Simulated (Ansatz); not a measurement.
How far is this GaSb from the hull?

Computed with DFT PBE, scalar-relativistic, plane waves, PAW in Ansatz 0.2.0. Settings: cutoff 420 eV, Γ-centred meshes spaced at most about 0.3 Å⁻¹, and about 0.25 Å⁻¹ or finer for metals (2π included), Gaussian smearing. No spin polarisation.

Formation energies are uncorrected and refer to the elements' standard structures at the same level.

All energies are static (0 K, no zero-point motion). These runs have no spin–orbit coupling, which can matter for Sb.

The competitors are the elements and 1 reference phase of this chemical system (from databases or known types: GaSb), relaxed at the same level; other known phases may be missing.

The candidate was reached from: 4-connected net, two elements alternating.

```xyz
8
Lattice="-4.2697 4.2697 4.2697 4.2697 -4.2697 4.2697 4.2697 4.2697 -4.2697" Properties=species:S:1:pos:R:3 pbc="T T T"
Ga    1.3311    1.3311    1.3311
Ga    2.9387    2.9387   -2.9387
Ga    2.9387   -2.9387    2.9387
Ga   -2.9387    2.9387    2.9387
Sb    2.8680    2.8680    2.8680
Sb    1.4017    1.4017   -1.4017
Sb    1.4017   -1.4017    1.4017
Sb   -1.4017    1.4017    1.4017
```

Question: Is it stable, and against what?

Answer: Not the lowest form: another structure of the same formula lies lower. Its formation energy is 0.052 eV/atom. The lowest competing phase at this composition is this:

| phase | space group | source | share of atoms | ΔE_f (eV/atom) |
| --- | --- | --- | --- | --- |
| GaSb | F-43m (No. 216) | Materials Project | 1.0000 | -0.166 |

The candidate lies 0.22 eV/atom above this phase. The candidate matches no cell in the subsets of the Crystallography Open Database and the Materials Project at hand. A phase this far over the hull is unlikely to be made.
